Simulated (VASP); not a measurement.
# Rb (I4/mmm) in VASP: electric field gradients with PBE

Aim: the electric field gradients of Rb with PBE.

Program: VASP 6.6.1. These are calculated values, not measurements. Logs are shortened: lines on timing, memory, paths and dates and some standing lists are left out, and cuts for length are marked.

## 1. The cell of the first run

Symmetry: I4/mmm, No. 139, tetragonal system. The conventional cell has a = 5.698 Å, b = 5.698 Å, c = 5.444 Å, α = 90.00°, β = 90.00°, γ = 90.00°.

## 2. Electric field gradients, PBE (z stretched by -3 % at fixed volume, crystal datasets)

File INCAR:

```
ALGO = Normal ; EDIFF = 1E-8
ENCUT = 520 ; GGA = PE
ISIF = 2 ; ISMEAR = -1
LASPH = T ; LCHARG = F
LEFG = T ; LREAL = F
LWAVE = F ; NBANDS = 10
NELM = 100 ; PREC = Accurate
SIGMA = 0.05
```

File KPOINTS:

```
k-points
0
Gamma
  10 10 10
```

File POSCAR:

```
Rb
1.0
   -2.8490613393      2.8490613393      2.7218200000
    2.8490613393     -2.8490613393      2.7218200000
    2.8490613393      2.8490613393     -2.7218200000
Rb
1
Direct
    0.0000000000      0.0000000000      0.0000000000
```

Potentials or basis: VASP PAW PBE potentials, release 64 (Rb_sv).

On the command line:

```
$ cat potpaw_PBE.64/Rb_sv/POTCAR > POTCAR
$ mpirun -np 1 vasp_std > vasp.out
```

OUTCAR:

```text
EDIFF = 1E-8
   ENCUT = 520
   GGA = PE
   ISIF = 2
   ISMEAR = -1
   LASPH = T
   LREAL = F
   NELM = 100
   PREC = Accurate

 ion  position               nearest neighbor table
   1  0.000  0.000  0.000-

  LATTYP: Found a body centered tetragonal cell.
 ALAT       =     5.6981226786
 C/A-ratio  =     0.9553392068

  Lattice vectors:

 A1 = (  -2.8490613393,   2.8490613393,   2.7218200000)
 A2 = (   2.8490613393,  -2.8490613393,   2.7218200000)
 A3 = (   2.8490613393,   2.8490613393,  -2.7218200000)

Analysis of symmetry for initial positions (statically):
=====================================================================
 Subroutine PRICEL returns:
 Original cell was already a primitive cell.

 Routine SETGRP: Setting up the symmetry group for a
 body centered tetragonal supercell.

 Subroutine GETGRP returns: Found 16 space group operations
 (whereof 16 operations were pure point group operations)
 out of a pool of 16 trial point group operations.

The static configuration has the point symmetry D_4h.

Analysis of symmetry for dynamics (positions and initial velocities):
=====================================================================
 Subroutine PRICEL returns:
 Original cell was already a primitive cell.

 Routine SETGRP: Setting up the symmetry group for a
 body centered tetragonal supercell.

 Subroutine GETGRP returns: Found 16 space group operations
 (whereof 16 operations were pure point group operations)
 out of a pool of 16 trial point group operations.

The dynamic configuration has the point symmetry D_4h.

 Subroutine INISYM returns: Found 16 space group operations
 (whereof 16 operations are pure point group operations),
 and found     1 'primitive' translations

----------------------------------------------------------------------------------------

                                     Primitive cell

  volume of cell :      88.3737

  direct lattice vectors                    reciprocal lattice vectors
    -2.849061339  2.849061339  2.721820000     0.000000000  0.175496397  0.183700612
     2.849061339 -2.849061339  2.721820000     0.175496397  0.000000000  0.183700612
     2.849061339  2.849061339 -2.721820000     0.175496397  0.175496397  0.000000000

  length of vectors
     4.862366208  4.862366208  4.862366208     0.254056884  0.254056884  0.248189385

  position of ions in fractional coordinates (direct lattice)
     0.000000000  0.000000000  0.000000000

  ion indices of the primitive-cell ions
   primitive index   ion index
                 1           1

----------------------------------------------------------------------------------------

 KPOINTS: k-points

Automatic generation of k-mesh.
 Grid dimensions read from file:
 generate k-points for:   10   10   10

 Generating k-lattice:

  Cartesian coordinates                     Fractional coordinates (reciprocal lattice)
     0.000000000  0.017549640  0.018370061     0.100000000 -0.000000000  0.000000000
     0.017549640  0.000000000  0.018370061    -0.000000000  0.100000000  0.000000000
     0.017549640  0.017549640  0.000000000     0.000000000  0.000000000  0.100000000

  Length of vectors
     0.025405688  0.025405688  0.024818938

  Shift w.r.t. Gamma in fractional coordinates (k-lattice)
     0.000000000  0.000000000  0.000000000

 Subroutine IBZKPT returns following result:
 ===========================================

 Found    102 irreducible k-points:

 Following reciprocal coordinates:
            Coordinates               Weight
  0.000000  0.000000  0.000000      1.000000
  0.100000  0.000000 -0.000000      8.000000
  0.200000  0.000000 -0.000000      8.000000
  0.300000  0.000000  0.000000      8.000000
  0.400000  0.000000  0.000000      8.000000
  0.500000  0.000000  0.000000      4.000000
[... 16 lines left out ...]
  0.300000  0.300000  0.000000      8.000000
  0.400000  0.300000  0.000000     16.000000
 [... further k-points ...]
   k-points           NKPTS =    102   k-points in BZ     NKDIM =    102   number of bands    NBANDS=     10
   number of dos      NEDOS =    301   number of ions     NIONS =      1
   total plane-waves  NPLWV =  46656
   dimension x,y,z NGX =    36 NGY =   36 NGZ =   36
   dimension x,y,z NGXF=    72 NGYF=   72 NGZF=   72
   ions per type =               1
   NGX,Y,Z   is equivalent  to a cutoff of  12.31, 12.31, 12.31 a.u.
   NGXF,Y,Z  is equivalent  to a cutoff of  24.62, 24.62, 24.62 a.u.
 SYSTEM =  unknown system
   PREC   = accura    normal or accurate (medium, high low for compatibility)
   ISTART =      0    job   : 0-new  1-cont  2-samecut
   ICHARG =      2    charge: 1-file 2-atom 10-const
   ISPIN  =      1    spin polarized calculation?
   LNONCOLLINEAR =      F non collinear calculations
   LSORBIT =      F    spin-orbit coupling
   LASPH  =      T    aspherical Exc in radial PAW
   ENCUT  =  520.0 eV  38.22 Ry    6.18 a.u.   9.04  9.04  9.04*2*pi/ulx,y,z
   NELM   =    100;   NELMIN=  2; NELMDL= -5     # of ELM steps
   EDIFF  = 0.1E-07   stopping-criterion for ELM
   LREAL  =      F    real-space projection
   EDIFFG = 0.1E-06   stopping-criterion for IOM
   NSW    =      0    number of steps for IOM
   IBRION =     -1    ionic relax: 0-MD 1-quasi-New 2-CG
   NFREE  =      0    steps in history (QN), initial steepest desc. (CG)
   ISIF   =      2    stress and relaxation
   ISYM   =      2    0-nonsym 1-usesym 2-fastsym
   POTIM  = 0.5000    time-step for ionic-motion
   TEBEG  =    0.0;   TEEND  =   0.0 temperature during run
   PSTRESS=    0.0 pullay stress
   NELECT =       9.0000    total number of electrons
   NUPDOWN=      -1.0000    fix difference up-down
   EMIN   =  10.00;   EMAX   =-10.00  energy-range for DOS
   EFERMI =   0.00;   METHOD = LEGACY
   ISMEAR =    -1;   SIGMA  =   0.05  broadening in eV -4-tet -1-fermi 0-gaus
   EFERMI_NEDOS =   21; number of points for ismear=-14 and -15
   IALGO  =     38    algorithm
   IMIX   =      4    mixing-type and parameters
     AMIX     =   0.40;   BMIX     =  1.00
     AMIX_MAG =   1.60;   BMIX_MAG =  1.00
  volume/ion in A,a.u.               =      88.37       596.38
  Fermi-wavevector in a.u.,A,eV,Ry     =   0.764507  1.444708  7.952205  0.584471
  Thomas-Fermi vector in A             =   1.864423
   LORBIT       =      0    0 simple, 1 ext, 2 COOP (PROOUT), +10 PAW based schemes
   GGA     = PE    functional components
   LHFCALC =     F    Hartree Fock is set to
   AEXX    =    0.0000 exact exchange contribution
   IVDW    =     0    specifies the selected vdW correction
   LEPSILON=     F    determine dielectric tensor
   LRPA    =     F    only Hartree local field effects (RPA)
 non-spin polarized calculation
  energy-cutoff  :      520.00
  volume of cell :       88.37
 maximum number of plane-waves:      2401
   NGX = 19   NGY = 19   NGZ = 19

 number of electron       9.0000000 magnetization

 Free energy of the ion-electron system (eV)
  ---------------------------------------------------
  ext. energy  EPLUGINS =         0.00000000
  ---------------------------------------------------
  free energy    TOTEN  =        -0.93700259 eV

  energy without entropy =       -0.92812116  energy(sigma->0) =       -0.93256188

 E-fermi :   0.0780     XC(G=0):  -5.5373

 val. band max:        0.0638994044   @ k =   0.5000   0.2000  -0.0000
 cond. band min:       0.0946275031   @ k =  -0.3000  -0.3000   0.3000
 fundamental gap:      0.0307280987
 Fermi energy:         0.0779783344

 k-point     1 :       0.0000    0.0000    0.0000
  band No.  band energies     occupation
      1     -28.8092      2.00000
      2     -12.8485      2.00000
      3     -12.8485      2.00000
      4     -12.8485      2.00000
      5      -1.9326      2.00000
      6       3.6305      0.00000
      7       3.8720      0.00000
      8       3.8720      0.00000
      9       4.5702      0.00000
     10       4.9041      0.00000

 k-point     2 :       0.1000    0.0000   -0.0000
  band No.  band energies     occupation
      1     -28.8087      2.00000
      2     -12.8588      2.00000
      3     -12.8519      2.00000
      4     -12.8487      2.00000
      5      -1.8094      2.00000
      6       3.5421      0.00000
      7       3.6621      0.00000
      8       3.8953      0.00000
      9       4.4927      0.00000
     10       4.7228      0.00000

 k-point     3 :       0.2000    0.0000   -0.0000
  band No.  band energies     occupation
      1     -28.8075      2.00000
      2     -12.8857      2.00000
      3     -12.8610      2.00000
      4     -12.8491      2.00000
      5      -1.4515      2.00000
      6       2.9896      0.00000
      7       3.2139      0.00000
      8       4.1935      0.00000
      9       4.5422      0.00000
     10       4.6294      0.00000

 k-point     4 :       0.3000    0.0000    0.0000
  band No.  band energies     occupation
      1     -28.8060      2.00000
      2     -12.9183      2.00000
      3     -12.8722      2.00000
      4     -12.8497      2.00000
      5      -0.8949      2.00000
      6       2.2146      0.00000
      7       2.8856      0.00000
      8       4.6540      0.00000
      9       4.6943      0.00000
     10       4.7174      0.00000
[... 222 lines left out ...]
 k-point    22 :      -0.2000    0.2000    0.0000
  band No.  band energies     occupation
      1     -28.8076      2.00000
      2     -12.8858      2.00000
      3     -12.8598      2.00000
      4     -12.8477      2.00000
      5      -1.4736      2.00000
      6       2.8496      0.00000
      7       3.4110      0.00000
      8       4.3219      0.00000
      9       4.3337      0.00000
     10       4.7554      0.00000

 k-point    23 :       0.3000    0.3000    0.0000
  band No.  band energies     occupation
      1     -28.8038      2.00000
      2     -12.9312      2.00000
      3     -12.9096      2.00000
      4     -12.8624      2.00000
      5       0.8327      0.00000
      6       1.3166      0.00000
      7       1.6107      0.00000
      8       4.1430      0.00000
      9       4.6822      0.00000
     10       5.2562      0.00000

 k-point    24 :       0.4000    0.3000    0.0000
  band No.  band energies     occupation
      1     -28.8039      2.00000
      2     -12.9303      2.00000
      3     -12.9100      2.00000
      4     -12.8611      2.00000
      5       0.7373      0.00000
      6       1.3597      0.00000
      7       1.6464      0.00000
      8       4.1515      0.00000
      9       4.7956      0.00000
     10       5.1147      0.00000

 [... further k-points ...]

------------------------ aborting loop because EDIFF is reached ----------------------------------------

  FORCE on cell =-STRESS in cart. coord.  units (eV):
  Direction    XX          YY          ZZ          XY          YZ          ZX
  --------------------------------------------------------------------------------------
  -------------------------------------------------------------------------------------
  Total        0.0535067      0.0535067      0.0496427      0.0000000     -0.0000000      0.0000000
  in kB        0.9700537      0.9700537      0.9000008      0.0000000     -0.0000000      0.0000000
  external PRESSURE =       0.9467027 kB  Pullay stress =       0.0000000 kB

 VOLUME and BASIS-vectors are now :
 -----------------------------------------------------------------------------
  energy-cutoff  :      520.00
  volume of cell :       88.37
      direct lattice vectors                 reciprocal lattice vectors
    -2.849061339  2.849061339  2.721820000     0.000000000  0.175496397  0.183700612
     2.849061339 -2.849061339  2.721820000     0.175496397  0.000000000  0.183700612
     2.849061339  2.849061339 -2.721820000     0.175496397  0.175496397  0.000000000

 POSITION                                       TOTAL-FORCE (eV/Angst)
 -----------------------------------------------------------------------------------
      0.00000      0.00000      0.00000         0.000000      0.000000      0.000000
 -----------------------------------------------------------------------------------
    total drift:                                0.000000     -0.000000      0.000000

  FREE ENERGIE OF THE ION-ELECTRON SYSTEM (eV)
  ---------------------------------------------------
  free  energy   TOTEN  =        -0.9370025898 eV

  energy  without entropy=       -0.9281211649  energy(sigma->0) =       -0.93256188

 Electric field gradients (V/A^2)
---------------------------------------------------------------------
 ion       V_xx      V_yy      V_zz      V_xy      V_xz      V_yz
---------------------------------------------------------------------
   1      -0.320    -0.320     0.639     0.000     0.000     0.000
---------------------------------------------------------------------

 Electric field gradients after diagonalization (V/A^2)
 (convention: |V_zz| > |V_xx| > |V_yy|)
----------------------------------------------------------------------
 ion       V_xx      V_yy      V_zz     asymmetry (V_yy - V_xx)/ V_zz
----------------------------------------------------------------------
   1      -0.320    -0.320     0.639       0.000
----------------------------------------------------------------------

           NMR quadrupolar parameters

 Cq : quadrupolar parameter    Cq=e*Q*V_zz/h
 eta: asymmetry parameters     (V_yy - V_xx)/ V_zz
 Q  : nuclear electric quadrupole moment in mb (millibarn)
----------------------------------------------------------------------
 ion       Cq(MHz)       eta       Q (mb)
----------------------------------------------------------------------
   1       0.002       0.000       1.000
----------------------------------------------------------------------
```

Wall time 32 s (1 thread of AMD EPYC 9R45 (Zen 5), shared host); peak memory 0.22 GiB.

Results:

| Property | Result |
| --- | --- |
| Free energy | -0.9370 eV |
| Pressure | 0.1 GPa |
| Band gap on the k mesh | none (metal or under the smearing width) |

Levels at points of the mesh, in eV from the Fermi level:
| k point | band 1 | band 2 | band 3 | band 4 | band 5 | band 6 | band 7 | band 8 | band 9 |
| --- | --- | --- | --- | --- | --- | --- | --- | --- | --- |
| (0.00, 0.00, 0.00) | -28.89 | -12.93 | -12.93 | -12.93 | -2.01 | 3.55 | 3.79 | 3.79 | 4.49 |
| (0.50, 0.00, 0.00) | -28.88 | -13.03 | -12.96 | -12.93 | 0.26 | 0.84 | 2.51 | 4.35 | 5.17 |
| (0.50, 0.50, 0.00) | -28.88 | -13.03 | -12.96 | -12.92 | 0.18 | 0.73 | 2.76 | 4.20 | 5.17 |
| (0.50, 0.50, 0.50) | -28.88 | -13.00 | -13.00 | -13.00 | 1.18 | 1.30 | 3.18 | 3.18 | 3.64 |

Electric field gradients, principal values (V/Å²):
```
atom     Vxx     Vyy    Vzz
1 Rb  -0.320  -0.320  0.639
```
